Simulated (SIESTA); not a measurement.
**Sn under changes of volume**

One of the cells (27.205 Å³/atom); the others are scaled copies at fixed shape and fractional positions:

```
Sn
1.0
    -1.89465    1.89465    1.89465
     1.89465   -1.89465    1.89465
     1.89465    1.89465   -1.89465
Sn
1
Direct
  0.00000 0.00000 0.00000
```

This isn't the form of Sn at room conditions, which is tetragonal (white tin).

* Program: SIESTA 5.4.2
* Functional: LDA
* Potentials or basis: PseudoDojo 0.4 standard (LDA files)
* Basis: DZP (energy shift 0.003 Ry; two zetas on semicore shells)
* Grid cutoff: 500 Ry
* Energy shift: 0.003 Ry
* k mesh: 10 × 10 × 10
* Occupations: fermi-dirac, width 0.05 eV
* Spin: no spin polarisation

| volume (Å³/atom) | energy over the lowest point (meV/atom) | pressure (GPa) |
| --- | --- | --- |
| 25.573 | 0.00 | 0.5 |
| 26.117 | 0.39 | -0.6 |
| 26.661 | 4.33 | -1.6 |
| 27.205 | 11.48 | -2.5 |
| 27.749 | ? | ? |
| 28.293 | 33.93 | -4.0 |
| 28.837 | 48.61 | -4.6 |

Q: What does the run at 27.749 Å³/atom give?

A: Energy over the lowest point 21.42 meV/atom; pressure -3.3 GPa.

Worked out: A Birch-Murnaghan fit of order 3 (a polynomial in V^(-2/3)) to the other rows has its minimum at 25.79 Å³/atom with B0 = V·E''(V) = 54 GPa and B' = 4.7. It gives 21.45 meV/atom at 27.749 Å³/atom, against the run's 21.42, and -dE/dV = -3.3 GPa, against -3.3.

Energies are extrapolated to zero smearing.

Caveats: the basis of atomic orbitals isn't converged, which shifts pressures, moduli and gaps.
